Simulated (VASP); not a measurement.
Sb: relaxation of cell and atoms with r2SCAN

Crystal: Sb.

```xyz
1
Lattice="0.0000 2.3712 2.3712 2.3712 0.0000 2.3712 2.3712 2.3712 0.0000" Properties=species:S:1:pos:R:3 pbc="T T T"
Sb    0.0000    0.0000    0.0000
```

This isn't the form of Sb at room conditions, which is rhombohedral.

```json
{
  "Program": "VASP 6.6.1",
  "Task": "relaxation of cell and atoms",
  "Functional": "r2SCAN",
  "Potentials or basis": "VASP PAW PBE potentials, release 64 (Sb)",
  "Cutoff": "600 eV",
  "k mesh": "8 × 8 × 8",
  "Occupations": "fermi-dirac, width 0.05 eV",
  "Spin": "no spin polarisation",
  "Ladder": "gaps",
  "Further INCAR settings": "ALGO = Normal; EDIFF = 1e-06; IBRION = 2; EDIFFG = -0.02; NSW = 60; ISIF = 3"
}
```

```
Relaxed volume                         : 27.43 Å³/atom
Relaxed cell                           : a = 3.385 Å, b = 3.385 Å, c = 3.385 Å, α = 60.00°, β = 60.00°, γ = 60.00°
Space group after relaxing (to 0.05 Å) : Fm-3m (No. 225)
Energy gained by relaxing              : 4.4 meV/atom
Ionic steps                            : 3
Pressure after relaxing                : 0.0 GPa
Band gap on the k mesh                 : none (metal or under the smearing width)
```

The path:
```csv
step,energy change (eV),largest force (eV/Å),pressure (GPa),volume (Å³)
1,0.0000,0.0000,1.90,26.67
2,-0.0027,0.0000,-1.23,27.90
3,-0.0044,0.0000,-0.01,27.43
```

Final structure:
```cif
data_structure
_symmetry_space_group_name_H-M 'P 1'
_symmetry_Int_Tables_number 1
_cell_length_a 3.3851
_cell_length_b 3.3851
_cell_length_c 3.3851
_cell_angle_alpha 60.000
_cell_angle_beta 60.000
_cell_angle_gamma 60.000
_cell_volume 27.43
loop_
_atom_site_label
_atom_site_type_symbol
_atom_site_fract_x
_atom_site_fract_y
_atom_site_fract_z
_atom_site_occupancy
Sb1 Sb 0.00000 0.00000 0.00000 1
```

Levels at points of the mesh, in eV from the Fermi level:
| k point | band 1 | band 2 | band 3 | band 4 | band 5 | band 6 |
| --- | --- | --- | --- | --- | --- | --- |
| (0.00, 0.00, 0.00) | -13.32 | 5.60 | 5.60 | 5.60 | 10.47 | 10.47 |
| (0.50, 0.00, 0.00) | -9.41 | -5.92 | 3.83 | 3.83 | 8.75 | 9.62 |
| (0.50, 0.50, 0.00) | -7.68 | -5.06 | 0.46 | 0.46 | 4.76 | 4.96 |

Run time: 49 s on 1 thread of Intel(R) Xeon(R) Platinum 8375C CPU @ 2.90GHz (Ice Lake), on a shared host, peak memory 0.17 GiB.

Caveat: the PAW data sets were made with another functional, which shifts forces and pressure a little. Spin-orbit coupling is left out, which matters for the levels of Sb.
